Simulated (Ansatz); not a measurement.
Start from BaSnO$_{3}$ in the cubic perovskite structure (space group Pm-3m, No. 221; a = 4.131 Å).

Computed with Ansatz (an electronic-structure program), r2SCAN, PAW, cutoff 500 eV, without spin-orbit coupling.

Base values:

| Item | Value |
|---|---|
| Gap between the host's bands | 1.56 eV |
| Gap character | indirect, R → Γ |

It is then changed as follows: 0.141 holes added to each cell, a density of 2.0×10^21 cm⁻³, with a uniform compensating background at fixed cell and a 300 K Fermi–Dirac width.

**Question.** Predict the new gap between the host's bands.

**Answer.** The gap between the host's bands rises by 0.07 eV (1.56 eV → 1.63 eV).

**Question.** Estimate the effect on the Fermi level from band edge.

**Answer.** The Fermi level relative to the doped band's edge (positive inside the band; to 0.05 eV) is +0.05 eV.

**Question.** Estimate the effect on the gap character.

**Answer.** The gap character remains indirect, R → Γ.

Carriers are added with a uniform compensating background; total energy and stress of such cells depend on the potential's zero and are not compared; many-body gap narrowing is missing at this level. Stability against distortions was not tested.
